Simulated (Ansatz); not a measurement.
# VSi2: the cost of one run

Computed with Ansatz 0.2.0 (DFT PBEsol, scalar-relativistic, plane waves, PAW, unless a step's input says otherwise).

2 further runs of the same task are left out: 2 set aside as unsound or not needed.

## Step 1: The starting structure

It takes space group I4/mmm (No. 139, tetragonal). Conventional cell: a = 3.190 Å, b = 3.190 Å, c = 7.821 Å, α = 90.00°, β = 90.00°, γ = 90.00°. Si (site symmetry 4mm) has 5 Si at 2.58 to 2.62 Å and 5 Mo at 2.60 to 2.62 Å as nearest neighbours. Mo (site symmetry 4/mmm) has 10 Si at 2.60 to 2.62 Å as nearest neighbours.

Coordinates:

```
CELL_PARAMETERS angstrom
-1.59504 1.59504 3.91069
1.59504 -1.59504 3.91069
1.59504 1.59504 -3.91069
ATOMIC_POSITIONS crystal
Si 0.33506 0.33506 0.00000
Si 0.66494 0.66494 0.00000
Mo 0.00000 0.00000 0.00000
```

It is the result of an earlier relaxation at this level (volume 13.27 Å³/atom; gap on the mesh: none (metal)).

## Step 2: The substitution Mo → V

VSi2 starts from the relaxed positions of Si2Mo, with all lengths scaled by 0.998, a guess from tabulated radii. Atoms that may carry a moment start with parallel spins.

## Step 3: Probe: one point at the start (VSi2)

Input file input.yaml:

```yaml
crystal:
  lattice:
    - [-1.5922051266, 1.5922051266, 3.9037535364]
    - [1.5922051266, -1.5922051266, 3.9037535364]
    - [1.5922051266, 1.5922051266, -3.9037535364]
  atoms:
    - { symbol: Si, position: [0.3350596647, 0.3350596647, 0.0] }
    - { symbol: Si, position: [0.6649403353, 0.6649403353, 0.0] }
    - { symbol: V, position: [0.0, 0.0, 0.0], spin: 2.0 }
basis:
  ecutwfc: 420
kpoints:
  mp_grid: { grid: [8, 8, 8] }
hamiltonian:
  xc: pbesol
scf:
  occupations: { method: gaussian, width: 0.1 }
  lower_state_search: "off"
output:
  forces: true
  stress: true
  eigenvalues: true
  populations: true
magnetization:
  spin_polarized: true
```

Launch:

```
$ ansatz run input.yaml --threads 1 --pin off --max-ram 2560MiB --backend cpu --events-out ev --progress --plain --runs-dir out
```

What time and memory should one allow on 1 thread of Intel Xeon 6975P-C (Granite Rapids), shared host?

About 5.1 s, with a peak of 0.41 GiB.
